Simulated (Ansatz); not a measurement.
Set up this calculation in Ansatz 0.2.0, as the native input.

* Task: single point
* Functional: PBE
* Potentials or basis: all-electron LAPW, scalar-relativistic
* Cutoff: 144 eV (chosen from the basis error)
* Basis error allowed: 0.001 eV/atom
* k mesh: 7 × 7 × 7
* Occupations: fermi-dirac, width 0.05 eV
* Spin: no spin polarisation

KCl (Sylvite):

```xyz
2
Lattice="0.0000 3.1465 3.1465 3.1465 0.0000 3.1465 3.1465 3.1465 0.0000" Properties=species:S:1:pos:R:3 pbc="T T T"
K     0.0311   -0.0414    0.0021
Cl    3.1708    3.1108    3.0997
```

The cell isn't the ideal one: atoms moved at random, drawn with an rms of 0.05 Å.

These files were run (other wordings do the same):

input.yaml

```yaml
crystal:
  lattice:
    - [0.0, 3.14647, 3.14647]
    - [3.14647, 0.0, 3.14647]
    - [3.14647, 3.14647, 0.0]
  atoms:
    - { symbol: K, position: [-0.011176, 0.011859, -0.001972] }
    - { symbol: Cl, position: [0.483026, 0.502097, 0.505637] }
kpoints:
  mp_grid: { grid: [7, 7, 7] }
scf:
  occupations: { method: fermi_dirac, width: 0.05 }
hamiltonian:
  xc: pbe
  pseudopotentials: { kind: all_electron, lapw: { basis_error: 0.001 } }
output:
  forces: true
  stress: true
  eigenvalues: true
  populations: true
```

Potentials or basis: all-electron LAPW, scalar-relativistic.

The run is started by

```console
$ ansatz run input.yaml --threads 1 --pin off --max-ram 3072MiB --backend cpu --events-out ev --progress --plain --runs-dir out
```

It gave:

```json
{"Pressure": "0.8 GPa", "Largest force": "0.066 eV/Å", "Band gap on the k mesh": "5.19 eV, direct", "Loewdin charges": "K +0.76; Cl -0.71 e"}
```

Caveat: an odd mesh through Γ misses points on the zone boundary, where band edges often lie.

Wall time 33 s on 1 thread of Arm Neoverse V1, with other jobs on the host, peak memory 0.35 GiB.
